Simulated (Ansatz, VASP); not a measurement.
**ZnS: VASP beside Ansatz**

```xyz
4
Lattice="3.8857 0.0000 0.0000 -1.9429 3.3652 0.0000 0.0000 0.0000 6.3563" Properties=species:S:1:pos:R:3 pbc="T T T"
Zn    0.0000    2.2434    0.0000
Zn    1.9429    1.1217    3.1781
S     0.0000    2.2434    2.4472
S     1.9429    1.1217    5.6253
```

Change from the starting cell: volume scaled by 1.06.

Alike in both runs: task single point; functional PBE; k mesh 8 × 8 × 5; occupations fermi-dirac, width 0.03 eV; no spin polarisation.

|  | VASP | Ansatz |
| --- | --- | --- |
| version | VASP 6.6.1 | Ansatz 0.2.0 |
| potentials or method | VASP PAW PBE potentials, release 64 (Zn, S), cutoff 520 eV | all-electron LAPW, scalar-relativistic |

Ansatz gave:

```
gap on the k mesh at the Fermi level (eV)       : 1.98
pressure (GPa)                                  : -1.7
largest component of the traceless stress (GPa) : 0.82
rms of the force components (eV/Å)              : 0.147
```

Q: Estimate VASP's values.

A: gap on the k mesh at the Fermi level (eV): 1.98; pressure (GPa): -1.6; largest component of the traceless stress (GPa): 0.84; rms of the force components (eV/Å): 0.148.

Atom by atom the forces differ by 0.002 eV/Å (rms over components). Ansatz ran all-electron here, so the differences hold the error of VASP's frozen core and of both bases.
